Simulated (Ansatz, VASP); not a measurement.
# GaAs: VASP beside Ansatz

Aim: how closely do two programs agree when they are given the same cell, functional and k mesh?

Calculated with Ansatz 0.2.0; plane waves, with VASP 6.6.1 beside it; band structure at PBE.

## 1. Set-up

Symmetry: F-43m, No. 216, cubic system. Conventional cell: a = 5.654 Å, b = 5.654 Å, c = 5.654 Å, α = 90.00°, β = 90.00°, γ = 90.00°. Ga has 4 As at 2.45 Å nearest. As has 4 Ga at 2.45 Å nearest. Farther neighbours are not listed.

As a file:

```
Ga As
1.0
     0.00000    2.82685    2.82685
     2.82685    0.00000    2.82685
     2.82685    2.82685    0.00000
Ga As
1 1
Direct
  0.00000 0.00000 0.00000
  0.25000 0.25000 0.25000
```

## 2. VASP: band structure, PBE

The same path points are solved in both programs, so levels can be compared one by one.

Lines of VASP's logs that name or quote its potential files are left out, and so is its time.

The input, INCAR:

```
SYSTEM = GaAs
PREC = Accurate
ENCUT = 430
EDIFF = 1E-08
NELM = 100
ISMEAR = 0
SIGMA = 0.01
LREAL = .FALSE.
ALGO = Normal
GGA = PE
NBANDS = 15
LORBIT = 11
LWAVE = .TRUE.
LCHARG = .FALSE.
KPAR = 8
```

The input, POSCAR:

```
GaAs
1.0
    0.0000000000      2.8268500000      2.8268500000
    2.8268500000      0.0000000000      2.8268500000
    2.8268500000      2.8268500000      0.0000000000
Ga As
1 1
Direct
    0.0000000000      0.0000000000      0.0000000000
    0.2500000000      0.2500000000      0.2500000000
```

The input, KPOINTS:

```
Automatic mesh
0
Gamma
6 6 6
0 0 0
```

The input, KPOINTS_OPT:

```
Line mode
12
Line-mode
Reciprocal
  0.00000000   0.00000000   0.00000000 GAMMA
  0.50000000   0.00000000   0.50000000 X

  0.50000000   0.00000000   0.50000000 X
  0.50000000   0.25000000   0.75000000 W

  0.50000000   0.25000000   0.75000000 W
  0.37500000   0.37500000   0.75000000 K

  0.37500000   0.37500000   0.75000000 K
  0.00000000   0.00000000   0.00000000 GAMMA

  0.00000000   0.00000000   0.00000000 GAMMA
  0.50000000   0.50000000   0.50000000 L

  0.50000000   0.50000000   0.50000000 L
  0.62500000   0.25000000   0.62500000 U

  0.62500000   0.25000000   0.62500000 U
  0.50000000   0.25000000   0.75000000 W

  0.50000000   0.25000000   0.75000000 W
  0.50000000   0.50000000   0.50000000 L

  0.50000000   0.50000000   0.50000000 L
  0.37500000   0.37500000   0.75000000 K

  0.62500000   0.25000000   0.62500000 U
  0.50000000   0.00000000   0.50000000 X
```

PAW data sets: Ga_d_GW and As_GW (PBE family, release 64).

Started as:

```
$ mpirun -np 8 vasp_std
```

Numbers of over 12 decimals in the logs are rounded to 6 here.

Output:

```text
[banner, memory and clock lines left out]
running    8 mpi-ranks, on    1 nodes
 distrk:  each k-point on    1 cores,    8 groups
 distr:  one band on    1 cores,    1 groups

 POSCAR found type information on POSCAR GaAs
 POSCAR found :  2 types and       2 ions
|                                                                             |
|           W    W    AA    RRRRR   N    N  II  N    N   GGGG   !!!           |
|           W    W   A  A   R    R  NN   N  II  NN   N  G    G  !!!           |
|           W    W  A    A  R    R  N N  N  II  N N  N  G       !!!           |
|           W WW W  AAAAAA  RRRRR   N  N N  II  N  N N  G  GGG   !            |
|           WW  WW  A    A  R   R   N   NN  II  N   NN  G    G                |
|           W    W  A    A  R    R  N    N  II  N    N   GGGG   !!!           |
|                                                                             |
|     For optimal performance we recommend to set                             |
|       NCORE = 2 up to number-of-cores-per-socket                            |
|     NCORE specifies how many cores store one orbital (NPAR=cpu/NCORE).      |
|     This setting can greatly improve the performance of VASP for DFT.       |
|     The default, NCORE=1 might be grossly inefficient on modern             |
|     multi-core architectures or massively parallel machines. Do your        |
|     Unfortunately you need to use the default for GW and RPA                |
|     calculations (for HF NCORE is supported but not extensively tested      |
|     yet).                                                                   |
|                                                                             |

 LDA part: xc-table for (Slater+PW92), standard interpolation
 POSCAR, INCAR and KPOINTS ok, starting setup
 FFT: planning ... GRIDC
 FFT: planning ... GRID_SOFT
 FFT: planning ... GRID
 WAVECAR not read
 entering main loop
       N       E                     dE             d eps       ncg     rms          rms(c)
DAV:   1     0.115402398357E+03    0.11540E+03   -0.93383E+03   512   0.132E+03
DAV:   2    -0.224592262216E+01   -0.11765E+03   -0.11391E+03   543   0.295E+02
DAV:   3    -0.818092337484E+01   -0.59350E+01   -0.59026E+01   627   0.649E+01
DAV:   4    -0.838792058025E+01   -0.20700E+00   -0.20695E+00   655   0.143E+01
DAV:   5    -0.838999116106E+01   -0.20706E-02   -0.20706E-02   677   0.110E+00    0.415E+00
DAV:   6    -0.823677363923E+01    0.15322E+00   -0.26906E-01   762   0.113E+01    0.240E+00
DAV:   7    -0.821429299616E+01    0.22481E-01   -0.67862E-02   630   0.220E+00    0.772E-01
DAV:   8    -0.821532575406E+01   -0.10328E-02   -0.64507E-03   580   0.532E-01    0.118E-01
DAV:   9    -0.821566409515E+01   -0.33834E-03   -0.94783E-04   586   0.283E-01    0.454E-02
DAV:  10    -0.821579911880E+01   -0.13502E-03   -0.16026E-04   571   0.110E-01    0.844E-03
DAV:  11    -0.821581408911E+01   -0.14970E-04   -0.22273E-05   606   0.510E-02    0.322E-03
DAV:  12    -0.821581423982E+01   -0.15071E-06   -0.10610E-06   633   0.946E-03    0.918E-04
DAV:  13    -0.821581415641E+01    0.83412E-07   -0.93504E-08   630   0.335E-03    0.116E-04
DAV:  14    -0.821581417380E+01   -0.17391E-07   -0.55947E-09   464   0.555E-04    0.436E-05
DAV:  15    -0.821581417525E+01   -0.14461E-08   -0.77794E-10   422   0.333E-04
   1 F= -.82158142E+01 E0= -.82158142E+01  d E =-.338852E-15
 Start KPOINTS_OPT (optional k-point list driver)
k-point batch [1-16\120]
       N       E                     dE             ncg
DAV:   1     0.104369864406E+03   -0.59201E+04      528
DAV:   2    -0.176697899224E+04   -0.18713E+04      487
DAV:   3    -0.187638216572E+04   -0.10940E+03      683
DAV:   4    -0.187984865221E+04   -0.34665E+01      641
DAV:   5    -0.187991145815E+04   -0.62806E-01      698
DAV:   6    -0.187991431798E+04   -0.28598E-02      655
DAV:   7    -0.187991434294E+04   -0.24965E-04      699
DAV:   8    -0.187991434349E+04   -0.55320E-06      718
DAV:   9    -0.187991434350E+04   -0.50918E-08      557
[...]
k-point batch [113-120\120]
       N       E                     dE             ncg
DAV:   1     0.494702251464E+04   -0.48240E+04      264
DAV:   2     0.403462816100E+04   -0.91239E+03      268
DAV:   3     0.398495394208E+04   -0.49674E+02      331
DAV:   4     0.398313747994E+04   -0.18165E+01      367
DAV:   5     0.398312211055E+04   -0.15369E-01      331
DAV:   6     0.398312152583E+04   -0.58472E-03      367
DAV:   7     0.398312152136E+04   -0.44713E-05      331
DAV:   8     0.398312152124E+04   -0.11784E-06      381
DAV:   9     0.398312152124E+04   -0.55434E-09      260
 writing wavefunctions
```

Parts of OUTCAR (step 2):

```text
ion  position               nearest neighbor table
   1  0.000  0.000  0.000-   2 2.45   2 2.45   2 2.45   2 2.45
   2  0.250  0.250  0.250-   1 2.45   1 2.45   1 2.45   1 2.45

  LATTYP: Found a face centered cubic cell.
 ALAT       =     5.6537000000

 Subroutine GETGRP returns: Found 24 space group operations
 (whereof 24 operations were pure point group operations)

The static configuration has the point symmetry T_d .

 Found     16 irreducible k-points:

   k-points           NKPTS =     16   k-points in BZ     NKDIM =     16   number of bands    NBANDS=     15

   dimension x,y,z NGX =    28 NGY =   28 NGZ =   28
   dimension x,y,z NGXF=    56 NGYF=   56 NGZF=   56

   ENCUT  =  430.0 eV  31.60 Ry    5.62 a.u.   6.76  6.76  6.76*2*pi/ulx,y,z

   NELECT =      18.0000    total number of electrons

 k-points in reciprocal lattice and weights: Automatic mesh
   0.00000000  0.00000000  0.00000000       0.005
   0.16666667  0.00000000  0.00000000       0.037
   0.33333333  0.00000000  0.00000000       0.037
   0.50000000  0.00000000  0.00000000       0.019
   0.16666667  0.16666667  0.00000000       0.028
   0.33333333  0.16666667  0.00000000       0.111
   0.50000000  0.16666667  0.00000000       0.111
  -0.33333333  0.16666667  0.00000000       0.111
  -0.16666667  0.16666667  0.00000000       0.056
[...]
-0.33333333  0.33333333  0.16666667       0.111
  -0.33333333  0.50000000  0.16666667       0.056

 average (electrostatic) potential at core
       1 -66.4677       2 -50.4037

 E-fermi :   3.9075

 k-point     1 :       0.0000    0.0000    0.0000
  band No.  band energies     occupation
    ...
      5     -10.8823      2.00000
      6      -8.8725      2.00000
      7       3.8563      2.00000
      8       3.8563      2.00000
      9       3.8563      2.00000
     10       4.3623      0.00000
     11       7.5756      0.00000
     12       7.5756      0.00000
     13       7.5756      0.00000
     14      11.4429      0.00000
    ...

 k-point     2 :       0.1667    0.0000    0.0000
  band No.  band energies     occupation
    ...
      5     -10.8824      2.00000
      6      -8.5522      2.00000
      7       1.1406      2.00000
      8       3.4748      2.00000
      9       3.4748      2.00000
     10       5.4794      0.00000
     11       8.1227      0.00000
     12       8.1227      0.00000
     13       8.5306      0.00000
     14      12.7926      0.00000
    ...

 k-point     3 :       0.3333    0.0000    0.0000
  band No.  band energies     occupation
    ...
      5     -10.8806      2.00000
      6      -7.7250      2.00000
      7      -1.5267      2.00000
      8       2.9278      2.00000
      9       2.9279      2.00000
     10       5.0622      0.00000
     11       8.5407      0.00000
     12       8.5407      0.00000
     13      11.0984      0.00000
     14      12.6095      0.00000
    ...

  Total        0.9436579      0.9436579      0.9436579      0.0000000      0.0000000     -0.0000000
  in kB       33.4646965     33.4646965     33.4646965      0.0000000      0.0000000     -0.0000000
  external PRESSURE =      33.4646965 kB  Pullay stress =       0.0000000 kB

  energy-cutoff  :      430.00
  volume of cell :       45.18
      direct lattice vectors                 reciprocal lattice vectors
     0.000000000  2.826850000  2.826850000    -0.176875321  0.176875321  0.176875321
     2.826850000  0.000000000  2.826850000     0.176875321 -0.176875321  0.176875321
     2.826850000  2.826850000  0.000000000     0.176875321  0.176875321 -0.176875321

 POSITION                                       TOTAL-FORCE (eV/Angst)
 -----------------------------------------------------------------------------------
      0.00000      0.00000      0.00000        -0.000000      0.000000      0.000000
      1.41342      1.41342      1.41342         0.000000     -0.000000     -0.000000
 -----------------------------------------------------------------------------------
    total drift:                                0.000015      0.000015      0.000015

  FREE ENERGIE OF THE ION-ELECTRON SYSTEM (eV)
  ---------------------------------------------------
  free  energy   TOTEN  =        -8.2158141752 eV

  energy  without entropy=       -8.2158141752  energy(sigma->0) =       -8.21581418

 total charge
# of ion       s       p       d       tot
------------------------------------------
    1        0.873   0.803   9.948  11.624
    2        1.191   1.577   0.031   2.799
--------------------------------------------------
tot          2.064   2.380   9.979  14.423

[... 3 further parts left out ...]
```

The run ends at a pressure of 3.35 GPa.

## 3. Ansatz: band structure, PBE

Ansatz runs on its default PAW (the set named soft_2) files.

The same cell, functional, mesh and smearing now go to Ansatz, which takes its cutoff from its data sets.

The input, input.yaml:

```yaml
crystal:
  lattice:
    - [0.0, 2.82685, 2.82685]
    - [2.82685, 0.0, 2.82685]
    - [2.82685, 2.82685, 0.0]
  atoms:
    - { symbol: Ga, position: [0.0, 0.0, 0.0] }
    - { symbol: As, position: [0.25, 0.25, 0.25] }
hamiltonian:
  xc: pbe
  pseudopotentials: { kind: paw }
kpoints:
  mp_grid: { grid: [6, 6, 6] }
  band_path:
    path:
      - [0.0, 0.0, 0.0]
      - [0.18182, 0.0, 0.18182]
      - [0.36364, 0.0, 0.36364]
      - [0.5, 0.0, 0.5]
      - [0.5, 0.09091, 0.59091]
      - [0.5, 0.18182, 0.68182]
      - [0.5, 0.25, 0.75]
      - [0.45455, 0.29545, 0.75]
      - [0.40909, 0.34091, 0.75]
      - [0.375, 0.375, 0.75]
      - [0.20455, 0.20455, 0.40909]
      - [0.06818, 0.06818, 0.13636]
      - [0.04545, 0.04545, 0.04545]
      - [0.22727, 0.22727, 0.22727]
      - [0.40909, 0.40909, 0.40909]
      - [0.51136, 0.47727, 0.51136]
      - [0.55682, 0.38636, 0.55682]
      - [0.60227, 0.29545, 0.60227]
      - [0.61364, 0.25, 0.63636]
      - [0.56818, 0.25, 0.68182]
      - [0.51136, 0.25, 0.73864]
      - [0.5, 0.29545, 0.70455]
      - [0.5, 0.38636, 0.61364]
      - [0.5, 0.47727, 0.52273]
      - [0.47727, 0.47727, 0.54545]
      - [0.43182, 0.43182, 0.63636]
      - [0.38636, 0.38636, 0.72727]
      - [0.60227, 0.20455, 0.60227]
      - [0.55682, 0.11364, 0.55682]
      - [0.5, 0.0, 0.5]
    npoints: 1
scf:
  occupations: { method: gaussian, width: 0.01 }
  n_extra_bands: 7
output:
  forces: true
  stress: true
  eigenvalues: true
```

Started as:

```
$ ansatz run input.yaml --threads 2 --pin off --max-ram 4608MiB --backend cpu --events-out ev --progress --plain --runs-dir out
```

Output:

```text
scf.n_extra_bands = 7 over 14 filled bands (N_el = 28.0): the run solves 21 bands
Engine: ansatz 0.2.0, aarch64-unknown-linux-gnu
Pseudopotentials: kind: paw
Pseudopotential: Ga, paw, valence charge 13, recommended cutoff 420 eV (normal), Ga.paw.azcp
Pseudopotential: As, paw, valence charge 15, recommended cutoff 420 eV (normal), As.paw.azcp
Functional definition: PBE
  parameter kappa = 0.804
  parameter beta = 0.066725
  exchange = pbe_x(kappa = kappa, mu = beta*pi^2/3)
  correlation = pbe_c(beta = beta)
Crystal: 2 atoms, lattice volume = 45.179 Å³
Basis set: ecut = 420 eV, 893 PW (Γ), exchange–correlation on 54×54×54 points (8 copies of the dense FFT grid, shifted against one another)
Bands: 21, of which v1, the nominal top of the filled ones, is band 14 counted from 1 (13 counted from 0)
Symmetry: 24 space group operations
Space group: F-43m (ITA 216), of the structure as read, at distance tolerance 3.6e-5 Å
k-points: 16 of 216 (time reversal used)
Non-local potential: Ga, projectors of the file, l = 0: 2, l = 1: 2, l = 2: 3, l = 3: 1
Non-local potential: As, projectors of the file, l = 0: 2, l = 1: 2, l = 2: 3, l = 3: 1
PAW form: soft (Blöchl's): semilocal exchange-correlation on the pseudo side does not see the compensation charge
PAW one-centre angular grid: Ga, 590 points (default); XC on 64 Gauss nodes
PAW one-centre angular grid: As, 590 points (default); XC on 64 Gauss nodes
Initial density: superposition of atomic densities (neutral atoms: chi_scale 0, normalization atom), corrected by the library's trained network
Initial wavefunctions: pseudopotential atomic-orbital guess
Functional: x = pbe(κ = 0.804, μ = 0.219515), c = pbe(β = 0.066725)
SCF iter   1: F=—  HF=-8639.814740 eV  |F-HF|=—  |Δ(HF+E_count)|=         —  Δρ=1.58e-3  dr2=1.58e-3  ethr=1.77e-3  ⟨swp⟩=6.2  Hψ=1634  notcnv=0
preconditioner: auto → none  [insulator: Δε(μ)=0.507 eV  Ē_g=18.008 eV  σ=0.010 eV  W_gap=1.00  n_scr=14 (ndim 8)  ℏωp=23.4 eV  f_vac=0.086  D(μ)=0.00/eV (n_scr^D=0)  ε∞_Penn≈2.7]
SCF iter   2: F=—  HF=-8639.814119 eV  |F-HF|=—  |Δ(HF+E_count)|=   6.21e-4  Δρ=8.69e-4  dr2=2.91e-4  ethr=5.65e-6  ⟨swp⟩=2.1  Hψ=680  notcnv=0  defer=41
SCF iter   3: F=—  HF=-8639.813985 eV  |F-HF|=—  |Δ(HF+E_count)|=   1.34e-4  Δρ=2.29e-4  dr2=3.07e-5  ethr=1.04e-6  ⟨swp⟩=2.0  Hψ=510  notcnv=0  defer=41
SCF iter   4: F=—  HF=-8639.814011 eV  |F-HF|=—  |Δ(HF+E_count)|=   2.59e-5  Δρ=9.04e-5  dr2=3.17e-6  ethr=1.10e-7  ⟨swp⟩=2.0  Hψ=359  notcnv=0  defer=41
SCF iter   5: F=—  HF=-8639.814016 eV  |F-HF|=—  |Δ(HF+E_count)|=   5.27e-6  Δρ=2.65e-5  dr2=2.99e-7  ethr=1.13e-8  ⟨swp⟩=2.0  Hψ=519  notcnv=0  defer=41
SCF iter   6: F=-8639.814016 eV  HF=-8639.814016 eV  |F-HF|=3.09e-8  |Δ(HF+E_count)|=   1.43e-8  Δρ=7.34e-6  dr2=1.37e-8  ethr=3.57e-10  ⟨swp⟩=7.4  Hψ=1613  notcnv=0
SCF 1 converged in 6 iterations: F = -8639.814016 eV  dr2 = 1.37e-8
  greatest PAW one-centre occupation: 0.999 electrons in one spin orbital (limit 2), on the As atom at site 1 (counted from 0), in its partial waves of l = 2
NSCF: frozen V_eff on 30 k-points
SCF converged after 6 iterations
Free energy (F): -8639.814016 eV
Harris-Foulkes:  -8639.814016 eV  (|F-HF|=3.09e-8)
Internal energy: -8639.814016 eV  (E = F + TS)
E sigma→0 (E₀):  -8639.814016 eV
Fermi energy:    8.448291 eV
--- Per-component energies (eV) ---
  E_band       = -311.746741
  E_kinetic    = 219.546087
  E_local      = -3915.792735  (includes V_loc(G=0)·N_el)
  E_nonlocal   = -245.693785
  E_hartree    = 1973.736407
  E_xc         = -148.475519
  E_vxc        = -137.511556  (∫ρ·V_xc dr)
  E_paw        = -3824.406547  (= ΣΔE_a)
  E_vpaw       = -179.768383  (= ΣTr[D̂ρ^β])
  E_aug_tail   = -0.000138  (compensation charges beyond the density's cutoff)
  E_ewald      = -2698.727786
  E_smearing   = -0.000000  (= −TS)
  E_closure    = -0.000000  (closes the sum)
  Σ components = -8639.814016   (vs F -8639.814016, Δ=0.00e0)
--- Forces (eV/Å), atoms counted from 1 ---
  atom   1  Ga     0.00000000     0.00000000     0.00000000
  atom   2  As    -0.00000000    -0.00000000    -0.00000000
  max |Σ_I F_I| component: 2.38e-16 eV/Å
--- Stress (GPa, compression-positive) ---
        3.260579       0.000000      -0.000000
       -0.000000       3.260579       0.000000
       -0.000000       0.000000       3.260579
  P = ⅓ Tr σ = 3.2606 GPa (32.606 kbar)
--- Band table (eV; the first three rows and the last of 16) ---
  k-point 0: bands = [... 10 lower, -4.5366, 8.1914, 8.1914, 8.1914, 8.7050, 11.9251, 11.9251, 11.9251, ... 3 higher]
  k-point 1: bands = [... 10 lower, -4.2160, 5.4802, 7.8111, 7.8111, 9.8235, 12.4720, 12.4720, 12.8747, ... 3 higher]
  k-point 2: bands = [... 10 lower, -3.3887, 2.8153, 7.2652, 7.2652, 9.4074, 12.8913, 12.8913, 15.4415, ... 3 higher]
  k-point 15: bands = [... 10 lower, -1.9910, 1.5116, 4.8489, 4.9922, 11.4683, 11.6457, 15.3069, 15.6075, ... 3 higher]
```

It took 1.8 s on 2 threads of Arm Neoverse V2, shared host; peak memory 0.3 GiB.

In the SCF lines HF is the Harris–Foulkes energy and dr2 the Hartree energy of the density residual, in eV; the loop may stop once dr2 is under the threshold and the program's other checks hold. Hψ counts applications of the Hamiltonian.

## 4. Differences

Known differences besides the PAW data sets themselves: the data sets hold 28 valence electrons in Ansatz (default PAW (the set named soft_2) files) and 18 in VASP; the cutoff is 420 eV in Ansatz and 430 eV in VASP; VASP leaves aspherical gradient terms in its spheres out (LASPH is not set), Ansatz keeps them. Total energies have different zeros and are not compared.

Compared:

```csv
quantity,Ansatz,VASP,difference
gap over the path points (eV),0.514,0.506,+0.008
```

Levels at points of the path, from each program's valence-band top (eV; 3 filled, then empty):

```csv
k (reciprocal lattice),Ansatz,VASP
0.000 0.000 0.000,0.00 0.00 0.00 0.51 3.73 3.73,0.00 0.00 0.00 0.51 3.72 3.72
0.182 0.000 0.182,-2.96 -1.14 -1.14 2.43 3.21 5.51,-2.97 -1.15 -1.15 2.42 3.20 5.50
0.364 0.000 0.364,-5.76 -2.37 -2.37 1.49 2.39 8.55,-5.77 -2.38 -2.38 1.48 2.38 8.53
0.500 0.000 0.500,-6.82 -2.68 -2.68 1.47 1.66 10.17,-6.82 -2.68 -2.68 1.45 1.65 10.15
0.500 0.091 0.591,-6.76 -2.96 -2.90 2.08 2.28 8.95,-6.77 -2.97 -2.91 2.06 2.27 8.93
0.500 0.182 0.682,-6.66 -3.40 -3.24 3.56 3.72 6.74,-6.67 -3.41 -3.25 3.55 3.71 6.73
0.500 0.250 0.750,-6.63 -3.53 -3.34 4.62 4.72 5.41,-6.64 -3.54 -3.35 4.61 4.71 5.39
0.455 0.295 0.750,-6.62 -3.69 -2.99 3.45 4.73 6.22,-6.63 -3.70 -2.99 3.44 4.72 6.20
0.409 0.341 0.750,-6.63 -3.83 -2.44 2.29 4.66 7.37,-6.63 -3.83 -2.45 2.28 4.65 7.35
0.375 0.375 0.750,-6.63 -3.86 -2.26 1.96 4.64 7.95,-6.64 -3.87 -2.26 1.95 4.63 7.94
```

Among the levels compared (up to four filled and three empty ones at each point), filled levels agree within 9 meV and empty ones within 21 meV.

## 5. Summary of results

| Quantity | Value |
| --- | --- |
| difference in gap over the path points (band structure, PBE) | 0.0076 eV |

The difference in gap over the path points is 0.0076 eV (band structure, PBE), within the 0.08 eV picked in this series as the mark of a large difference. Differences of this kind measure data sets and numerical settings, not the functional's error against experiment.

[Lines on the potential files, build, host, timing and source positions are cut from VASP's logs without a mark.]

[Logs are printed without paths, hosts, clocks, repeated set-up lines and the standing remarks that a program may print on its own settings, such as how far it seeks lower states.]

[Hosts, paths, dates, database ids (printed as entryN), source tags and the programs' standing remarks are cut or masked in the printed files.]
